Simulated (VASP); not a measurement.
# AlRu: molecular dynamics with a thermostat

AlRu, Pm-3m (no. 221), 8 atoms in the cell. PBE, molecular dynamics; PAW potentials Ru, Al (PBE set).

Ensemble: Nose-Hoover; Target temperature (K): 1000.

## Input

INCAR:
```
SYSTEM = AlRu
ALGO = Fast
EDIFF = 1E-6
ENCUT = 240
GGA = PE
IBRION = 0
ISIF = 2
ISMEAR = -1
ISYM = 0
KPAR = 2
LASPH = .TRUE.
LCHARG = .FALSE.
LREAL = Auto
LWAVE = .FALSE.
MDALGO = 2
NELM = 60
NELMIN = 4
NSW = 60
POTIM = 2.0
PREC = Normal
RANDOM_SEED = 249486 0 0
SIGMA = 0.05
SMASS = 0
TEBEG = 1000
```

KPOINTS:
```
k-points
0
Monkhorst-Pack
  4 4 1
```

POSCAR:
```
AlRu
1.0
    2.9916000000      0.0000000000      0.0000000000
    0.0000000000      2.9916000000      0.0000000000
    0.0000000000      0.0000000000     11.9664000000
Ru Al
4 4
Direct
    0.5000000000      0.5000000000      0.1250000000
    0.5000000000      0.5000000000      0.3750000000
    0.5000000000      0.5000000000      0.6250000000
    0.5000000000      0.5000000000      0.8750000000
    0.0000000000      0.0000000000      0.0000000000
    0.0000000000      0.0000000000      0.2500000000
    0.0000000000      0.0000000000      0.5000000000
    0.0000000000      0.0000000000      0.7500000000
```

Commands:
```
cat potpaw_PBE.64/Ru/POTCAR potpaw_PBE.64/Al/POTCAR > POTCAR
mpirun -np 2 vasp_std > vasp.out
```

## Result

- Mean temperature (K): 970
- Standard error of the mean temperature (K): 196
- Relative fluctuation of the kinetic energy: 0.609
- Canonical value of that fluctuation: 0.309
- Rise of the mean potential energy above the start (meV/atom): 123.9
- Electronic steps per ionic step after the first: 5.4

Course of the run:

| Time (fs) | Temperature (K) | Potential energy less the first (meV/atom) |
|---|---|---|
| 2 | 1000 | 0.0 |
| 12 | 779 | 26.2 |
| 20 | 486 | 66.2 |
| 30 | 381 | 96.2 |
| 38 | 789 | 86.4 |
| 48 | 2094 | 58.6 |
| 56 | 2385 | 78.7 |
| 66 | 1018 | 160.0 |
| 74 | 359 | 205.3 |
| 84 | 334 | 202.6 |
| 92 | 666 | 174.3 |
| 102 | 1168 | 155.5 |
| 110 | 1217 | 183.1 |
| 120 | 910 | 242.3 |

REPORT:
```
MDALGO =   2
               SCALING =       0
                 CNEXP =     9.000   14.000
           RANDOM_SEED =            249486                0                0

   original number of atomic DOF:         21
   number of independent constraints:      0
   number of active DOF:                  21

========================================
         MD step No.       1
========================================

  Atomic velocities initialized by STEP_tb

  >Energies
                    E_tot             E_pot             E_kin               EPS                ES
   e_b>   -0.55424918E+02   -0.56329745E+02    0.90482679E+00    0.00000000E+00    0.00000000E+00

  >Temperature
               T_sim     T_inst
   tmprt>   1000.000   1000.001

  >Thermostat:
           s(n+1) sdot(n+1)      s(n)   sdot(n)        Qs
   s_b>   0.00000   0.00000   0.00000   0.00000   0.63256

           RANDOM_SEED =            249486               48                0

[... steps left out ...]

========================================
         MD step No.      60
========================================

  >Energies
                    E_tot             E_pot             E_kin               EPS                ES
   e_b>   -0.55424602E+02   -0.54391376E+02    0.82306307E+00    0.28768905E-01   -0.18850582E+01

  >Temperature
               T_sim     T_inst
   tmprt>   1000.000    909.637

  >Thermostat:
           s(n+1) sdot(n+1)      s(n)   sdot(n)        Qs
   s_b>  -1.06211  -0.02107  -1.04167  -0.01981   0.63256

           RANDOM_SEED =            249486               48                0
```

OSZICAR:
```
N       E                     dE             d eps       ncg     rms          rms(c)
DAV:   1     0.107643647275E+03    0.10764E+03   -0.11681E+04   432   0.756E+02
DAV:   2    -0.518315724871E+02   -0.15948E+03   -0.15417E+03   507   0.202E+02
DAV:   3    -0.588071302903E+02   -0.69756E+01   -0.66748E+01   535   0.392E+01
DAV:   4    -0.589649334997E+02   -0.15780E+00   -0.15660E+00   517   0.602E+00
DAV:   5    -0.589689729256E+02   -0.40394E-02   -0.40360E-02   542   0.897E-01    0.234E+01
RMM:   6    -0.565846772631E+02    0.23843E+01   -0.16283E+01   432   0.226E+01    0.495E+00
RMM:   7    -0.563792027708E+02    0.20547E+00   -0.16144E+00   435   0.735E+00    0.404E+00
RMM:   8    -0.563495178211E+02    0.29685E-01   -0.31772E-01   446   0.226E+00    0.157E+00
RMM:   9    -0.563370330611E+02    0.12485E-01   -0.94542E-02   445   0.139E+00    0.105E+00
RMM:  10    -0.563301081078E+02    0.69250E-02   -0.30215E-02   452   0.826E-01    0.456E-01
RMM:  11    -0.563301272446E+02   -0.19137E-04   -0.59909E-03   437   0.419E-01    0.301E-01
RMM:  12    -0.563319614661E+02   -0.18342E-02   -0.36927E-03   443   0.286E-01    0.404E-01
[... left out ...]
     59 T=   957. E= -.55424970E+02 F= -.54466854E+02 E0= -.54425684E+02  EK= 0.86547E+00 SP= -.18E+01 SK= 0.26E-01
[... last step whole ...]
       N       E                     dE             d eps       ncg     rms          rms(c)
DAV:   1    -0.543913615913E+02    0.75493E-01   -0.54548E-03   600   0.685E-01    0.175E-02
RMM:   2    -0.543914160523E+02   -0.54461E-04   -0.23682E-04   432   0.979E-02    0.598E-02
RMM:   3    -0.543913759372E+02    0.40115E-04   -0.40602E-05   433   0.373E-02    0.131E-02
RMM:   4    -0.543913759118E+02    0.25412E-07   -0.12262E-05   433   0.143E-02    0.120E-02
RMM:   5    -0.543913759439E+02   -0.32086E-07   -0.16109E-06   247   0.695E-03
     60 T=   910. E= -.55424602E+02 F= -.54391376E+02 E0= -.54350277E+02  EK= 0.82306E+00 SP= -.19E+01 SK= 0.29E-01
```

Limits: 120 fs of 8 atoms are too short for converged averages; the cell is only 3.0 Å across, so each atom moves in step with near copies of itself.

VASP 6.6.1 took 125 s on 2 cores (Intel Xeon Platinum 8375C @ 2.90GHz (Ice Lake)), a shared host.
